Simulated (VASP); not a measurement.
# BeS (F-43m) in VASP: settings compared

The runs below take BeS through single point, with revPBE, BLYP, PBEsol.

Everything below comes from runs of VASP 6.6.1. Logs are shortened: lines on timing, memory, paths and dates and some standing lists are left out, and cuts for length are marked.

### 1 The crystal as given

Symmetry: F-43m, No. 216, cubic system. The conventional cell has a = 4.850 Å, b = 4.850 Å, c = 4.850 Å, α = 90.00°, β = 90.00°, γ = 90.00°. Around Be (site symmetry -43m) lie 4 S at 2.10 Å. Around S (site symmetry -43m) lie 4 Be at 2.10 Å.

### 2 Single point, revPBE

The input, INCAR:

```
ALGO     = Normal         # electronic algorithm
EDIFF    = 1E-7           # SCF threshold, eV
ENCUT    = 520            # plane-wave cutoff, eV
GGA      = RE             # functional
ISIF     = 2              # what is computed and relaxed
ISMEAR   = -1             # smearing method
LASPH    = True           # aspherical terms in the spheres
LCHARG   = True           # write CHGCAR
LELF     = True           # ELF
LREAL    = False          # projectors in reciprocal space
LVHAR    = True         
LWAVE    = False          # write WAVECAR
NBANDS   = 11             # bands
NELM     = 100            # most SCF steps
PREC     = Accurate       # precision mode
SIGMA    = 0.1            # smearing width, eV
```

The input, KPOINTS:

```
k-points
0
Gamma
  6 6 6
```

The input, POSCAR:

```
BeS
1.0
    0.0000000000      2.4250000000      2.4250000000
    2.4250000000      0.0000000000      2.4250000000
    2.4250000000      2.4250000000      0.0000000000
Be S
1 1
Direct
    0.0000000000      0.0000000000      0.0000000000
    0.2500000000      0.2500000000      0.2500000000
```

Potentials or basis: VASP PAW PBE potentials, release 64 (Be, S).

The run is started by

```
> cat potpaw_PBE.64/Be/POTCAR potpaw_PBE.64/S/POTCAR > POTCAR
> mpirun -np 1 vasp_std > vasp.out
```

OUTCAR:

```text
EDIFF = 1E-7
   ENCUT = 520
   GGA = RE
   ISIF = 2
   ISMEAR = -1
   LASPH = True
   LREAL = False
   NELM = 100
   PREC = Accurate

 ion  position               nearest neighbor table
   1  0.000  0.000  0.000-   2 2.10   2 2.10   2 2.10   2 2.10
   2  0.250  0.250  0.250-   1 2.10   1 2.10   1 2.10   1 2.10

  LATTYP: Found a face centered cubic cell.
 ALAT       =     4.8500000000

  Lattice vectors:

 A1 = (   0.0000000000,   2.4250000000,   2.4250000000)
 A2 = (   2.4250000000,   0.0000000000,   2.4250000000)
 A3 = (   2.4250000000,   2.4250000000,   0.0000000000)

Analysis of symmetry for initial positions (statically):
=====================================================================
 Subroutine PRICEL returns:
 Original cell was already a primitive cell.

 Routine SETGRP: Setting up the symmetry group for a
 face centered cubic supercell.

 Subroutine GETGRP returns: Found 24 space group operations
 (whereof 24 operations were pure point group operations)
 out of a pool of 48 trial point group operations.

The static configuration has the point symmetry T_d .

Analysis of symmetry for dynamics (positions and initial velocities):
=====================================================================
 Subroutine PRICEL returns:
 Original cell was already a primitive cell.

 Routine SETGRP: Setting up the symmetry group for a
 face centered cubic supercell.

 Subroutine GETGRP returns: Found 24 space group operations
 (whereof 24 operations were pure point group operations)
 out of a pool of 48 trial point group operations.

The dynamic configuration has the point symmetry T_d .

 Subroutine INISYM returns: Found 24 space group operations
 (whereof 24 operations are pure point group operations),
 and found     1 'primitive' translations

----------------------------------------------------------------------------------------

                                     Primitive cell

  volume of cell :      28.5210

  direct lattice vectors                    reciprocal lattice vectors
     0.000000000  2.425000000  2.425000000    -0.206185567  0.206185567  0.206185567
     2.425000000  0.000000000  2.425000000     0.206185567 -0.206185567  0.206185567
     2.425000000  2.425000000  0.000000000     0.206185567  0.206185567 -0.206185567

  length of vectors
     3.429467889  3.429467889  3.429467889     0.357123878  0.357123878  0.357123878

  position of ions in fractional coordinates (direct lattice)
     0.000000000  0.000000000  0.000000000
     0.250000000  0.250000000  0.250000000

  ion indices of the primitive-cell ions
   primitive index   ion index
                 1           1
                 2           2

----------------------------------------------------------------------------------------

 KPOINTS: k-points

Automatic generation of k-mesh.
 Grid dimensions read from file:
 generate k-points for:    6    6    6

 Generating k-lattice:

  Cartesian coordinates                     Fractional coordinates (reciprocal lattice)
    -0.034364261  0.034364261  0.034364261     0.166666667  0.000000000  0.000000000
     0.034364261 -0.034364261  0.034364261     0.000000000  0.166666667  0.000000000
     0.034364261  0.034364261 -0.034364261     0.000000000  0.000000000  0.166666667

  Length of vectors
     0.059520646  0.059520646  0.059520646

  Shift w.r.t. Gamma in fractional coordinates (k-lattice)
     0.000000000  0.000000000  0.000000000

 Subroutine IBZKPT returns following result:
 ===========================================

 Found     16 irreducible k-points:

 Following reciprocal coordinates:
            Coordinates               Weight
  0.000000  0.000000  0.000000      1.000000
  0.166667  0.000000  0.000000      8.000000
  0.333333  0.000000  0.000000      8.000000
  0.500000  0.000000  0.000000      4.000000
  0.166667  0.166667  0.000000      6.000000
  0.333333  0.166667  0.000000     24.000000
[... 8 lines left out ...]
 -0.333333  0.333333  0.166667     24.000000
 -0.333333  0.500000  0.166667     12.000000
   k-points           NKPTS =     16   k-points in BZ     NKDIM =     16   number of bands    NBANDS=     11
   number of dos      NEDOS =    301   number of ions     NIONS =      2
   total plane-waves  NPLWV =  21952
   dimension x,y,z NGX =    28 NGY =   28 NGZ =   28
   dimension x,y,z NGXF=    56 NGYF=   56 NGZF=   56
   ions per type =               1   1
   NGX,Y,Z   is equivalent  to a cutoff of  13.57, 13.57, 13.57 a.u.
   NGXF,Y,Z  is equivalent  to a cutoff of  27.15, 27.15, 27.15 a.u.
 SYSTEM =  unknown system
   PREC   = accura    normal or accurate (medium, high low for compatibility)
   ISTART =      0    job   : 0-new  1-cont  2-samecut
   ICHARG =      2    charge: 1-file 2-atom 10-const
   ISPIN  =      1    spin polarized calculation?
   LNONCOLLINEAR =      F non collinear calculations
   LSORBIT =      F    spin-orbit coupling
   LASPH  =      T    aspherical Exc in radial PAW
   ENCUT  =  520.0 eV  38.22 Ry    6.18 a.u.   6.38  6.38  6.38*2*pi/ulx,y,z
   NELM   =    100;   NELMIN=  2; NELMDL= -5     # of ELM steps
   EDIFF  = 0.1E-06   stopping-criterion for ELM
   LREAL  =      F    real-space projection
   EDIFFG = 0.1E-05   stopping-criterion for IOM
   NSW    =      0    number of steps for IOM
   IBRION =     -1    ionic relax: 0-MD 1-quasi-New 2-CG
   NFREE  =      0    steps in history (QN), initial steepest desc. (CG)
   ISIF   =      2    stress and relaxation
   ISYM   =      2    0-nonsym 1-usesym 2-fastsym
   POTIM  = 0.5000    time-step for ionic-motion
   TEBEG  =    0.0;   TEEND  =   0.0 temperature during run
   PSTRESS=    0.0 pullay stress
   NELECT =       8.0000    total number of electrons
   NUPDOWN=      -1.0000    fix difference up-down
   EMIN   =  10.00;   EMAX   =-10.00  energy-range for DOS
   EFERMI =   0.00;   METHOD = LEGACY
   ISMEAR =    -1;   SIGMA  =   0.10  broadening in eV -4-tet -1-fermi 0-gaus
   EFERMI_NEDOS =   21; number of points for ismear=-14 and -15
   IALGO  =     38    algorithm
   IMIX   =      4    mixing-type and parameters
     AMIX     =   0.40;   BMIX     =  1.00
     AMIX_MAG =   1.60;   BMIX_MAG =  1.00
  volume/ion in A,a.u.               =      14.26        96.23
  Fermi-wavevector in a.u.,A,eV,Ry     =   1.071642  2.025110 15.625158  1.148417
  Thomas-Fermi vector in A             =   2.207388
   LORBIT       =      0    0 simple, 1 ext, 2 COOP (PROOUT), +10 PAW based schemes
   GGA     = RE    functional components
   LHFCALC =     F    Hartree Fock is set to
   AEXX    =    0.0000 exact exchange contribution
   IVDW    =     0    specifies the selected vdW correction
   LEPSILON=     F    determine dielectric tensor
   LRPA    =     F    only Hartree local field effects (RPA)
 non-spin polarized calculation
  energy-cutoff  :      520.00
  volume of cell :       28.52
 maximum number of plane-waves:       778
 NGX is ok and might be reduce to    28
   NGX = 13   NGY = 13   NGZ = 13

 number of electron       7.9999999 magnetization

 Free energy of the ion-electron system (eV)
  ---------------------------------------------------
  ext. energy  EPLUGINS =         0.00000000
  ---------------------------------------------------
  free energy    TOTEN  =        -9.48279153 eV

  energy without entropy =       -9.48279152  energy(sigma->0) =       -9.48279152

 E-fermi :   5.8418     XC(G=0):  -9.6401

 val. band max:        4.2363439754   @ k =   0.0000   0.0000   0.0000
 cond. band min:       7.4239382017   @ k =   0.5000   0.5000   0.0000
 fundamental gap:      3.1875942263
 Fermi energy:         5.8417995318

 k-point     1 :       0.0000    0.0000    0.0000
  band No.  band energies     occupation
      1      -9.4510      2.00000
      2       4.2363      2.00000
      3       4.2363      2.00000
      4       4.2363      2.00000
      5       9.9488      0.00000
      6       9.9488      0.00000
      7       9.9488      0.00000
      8      10.2296      0.00000
      9      17.0101      0.00000
     10      17.0101      0.00000
     11      19.2470      0.00000

 k-point     2 :       0.1667    0.0000    0.0000
  band No.  band energies     occupation
      1      -9.1407      2.00000
      2       2.3585      2.00000
      3       3.9124      2.00000
      4       3.9124      2.00000
      5       9.8964      0.00000
      6      10.5131      0.00000
      7      10.5131      0.00000
      8      12.1777      0.00000
      9      16.1202      0.00000
     10      16.1202      0.00000
     11      18.9415      0.00000

 k-point     3 :       0.3333    0.0000    0.0000
  band No.  band energies     occupation
      1      -8.3670      2.00000
      2      -0.3048      2.00000
      3       3.4115      2.00000
      4       3.4115      2.00000
      5       9.8132      0.00000
      6      10.9345      0.00000
      7      10.9345      0.00000
      8      14.7393      0.00000
      9      16.8712      0.00000
     10      16.8712      0.00000
     11      18.6158      0.00000

 k-point     4 :       0.5000    0.0000    0.0000
  band No.  band energies     occupation
      1      -7.8440      2.00000
      2      -1.5291      2.00000
      3       3.2075      2.00000
      4       3.2075      2.00000
      5       9.7682      0.00000
      6      10.8345      0.00000
      7      10.8345      0.00000
      8      15.5691      0.00000
      9      19.1694      0.00000
     10      19.1694      0.00000
     11      19.5627      0.00000
[... 127 lines left out ...]
 k-point    14 :       0.5000    0.3333    0.1667
  band No.  band energies     occupation
      1      -7.7957      2.00000
      2      -0.1327      2.00000
      3       1.2576      2.00000
      4       2.3370      2.00000
      5      10.0592      0.00000
      6      11.3264      0.00000
      7      12.0890      0.00000
      8      14.5893      0.00000
      9      16.9107      0.00000
     10      18.9279      0.00000
     11      20.9707      0.00000

 k-point    15 :      -0.3333    0.3333    0.1667
  band No.  band energies     occupation
      1      -7.4147      2.00000
      2      -0.6108      2.00000
      3       0.8063      2.00000
      4       1.8645      2.00000
      5      10.4726      0.00000
      6      11.3237      0.00000
      7      13.7327      0.00000
      8      14.5754      0.00000
      9      15.5282      0.00000
     10      19.7555      0.00000
     11      20.6704      0.00000

 k-point    16 :      -0.3333    0.5000    0.1667
  band No.  band energies     occupation
      1      -7.2604      2.00000
      2      -0.3555      2.00000
      3       0.8336      2.00000
      4       1.0668      2.00000
      5       9.4501      0.00000
      6      10.9493      0.00000
      7      14.3296      0.00000
      8      14.7635      0.00000
      9      18.7366      0.00000
     10      18.8243      0.00000
     11      21.2708      0.00000

------------------------ aborting loop because EDIFF is reached ----------------------------------------

  FORCE on cell =-STRESS in cart. coord.  units (eV):
  Direction    XX          YY          ZZ          XY          YZ          ZX
  --------------------------------------------------------------------------------------
  -------------------------------------------------------------------------------------
  Total        0.6069807      0.6069807      0.6069807      0.0000000      0.0000000     -0.0000000
  in kB       34.0973182     34.0973182     34.0973182      0.0000000      0.0000000     -0.0000000
  external PRESSURE =      34.0973182 kB  Pullay stress =       0.0000000 kB

 VOLUME and BASIS-vectors are now :
 -----------------------------------------------------------------------------
  energy-cutoff  :      520.00
  volume of cell :       28.52
      direct lattice vectors                 reciprocal lattice vectors
     0.000000000  2.425000000  2.425000000    -0.206185567  0.206185567  0.206185567
     2.425000000  0.000000000  2.425000000     0.206185567 -0.206185567  0.206185567
     2.425000000  2.425000000  0.000000000     0.206185567  0.206185567 -0.206185567

 POSITION                                       TOTAL-FORCE (eV/Angst)
 -----------------------------------------------------------------------------------
      0.00000      0.00000      0.00000        -0.000000     -0.000000     -0.000000
      1.21250      1.21250      1.21250         0.000000      0.000000      0.000000
 -----------------------------------------------------------------------------------
    total drift:                                0.000000      0.000000      0.000000

  FREE ENERGIE OF THE ION-ELECTRON SYSTEM (eV)
  ---------------------------------------------------
  free  energy   TOTEN  =        -9.4827915290 eV

  energy  without entropy=       -9.4827915161  energy(sigma->0) =       -9.48279152
```

Run time: 10 s. Hardware: 1 thread of Intel Xeon Platinum 8375C at 2.90GHz (Ice Lake), shared host; peak memory 0.14 GiB.

Results:

```
Free energy            : -9.4828 eV
Pressure               : 3.4 GPa
Band gap on the k mesh : 3.19 eV, indirect (least direct gap 5.71 eV)
```

Caveat: the PAW data sets were made with another functional, which shifts forces and pressure a little.

### 3 Single point, BLYP

The input, INCAR:

```
PREC     = Accurate       # precision mode
ENCUT    = 520            # plane-wave cutoff, eV
EDIFF    = 1E-6           # SCF threshold, eV
ISMEAR   = -1             # smearing method
SIGMA    = 0.1            # smearing width, eV
LREAL    = False          # projectors in reciprocal space
LASPH    = True           # aspherical terms in the spheres
NELM     = 60             # most SCF steps
ALGO     = Normal         # electronic algorithm
ISIF     = 2              # what is computed and relaxed
LWAVE    = False          # write WAVECAR
LCHARG   = True           # write CHGCAR
GGA      = B5             # functional
ALDAX    = 1.0          
AGGAX    = 1.0          
AGGAC    = 1.0          
ALDAC    = 0.0          
LELF     = True           # ELF
LVHAR    = True         
NBANDS   = 11             # bands
```

The input, KPOINTS:

```
Automatic mesh
0
Gamma
  6 6 6
```

POSCAR is that of step 2.

Potentials or basis: VASP PAW PBE potentials, release 64 (Be, S).

The run is started by

```
> cat potpaw_PBE.64/Be/POTCAR potpaw_PBE.64/S/POTCAR > POTCAR
> mpirun -np 1 vasp_std > vasp.out
```

It took 15 s on 1 thread of Intel Xeon Platinum 8375C at 2.90GHz (Ice Lake), shared host; peak memory 0.14 GiB.

It converged, with:

- Free energy: -9.1776 eV
- Pressure: 4.4 GPa
- Band gap on the k mesh: 3.40 eV, indirect (least direct gap 5.79 eV)

Levels at points of the mesh, in eV from the valence-band top:
```tsv
k point	band 1	band 2	band 3	band 4	band 5	band 6	band 7	band 8
(0.00, 0.00, 0.00)	-13.60	0.00	0.00	0.00	5.79	5.79	5.79	6.14
(0.50, 0.00, 0.00)	-12.03	-5.65	-1.02	-1.02	5.66	6.72	6.72	11.53
(0.50, 0.50, 0.00)	-11.50	-4.91	-2.58	-2.58	3.40	5.11	12.84	12.84
```

Caveat: the PAW data sets were made with another functional, which shifts forces and pressure a little. As with any semilocal functional, this BLYP gap is likely too small.

[end of part 1 of 2]
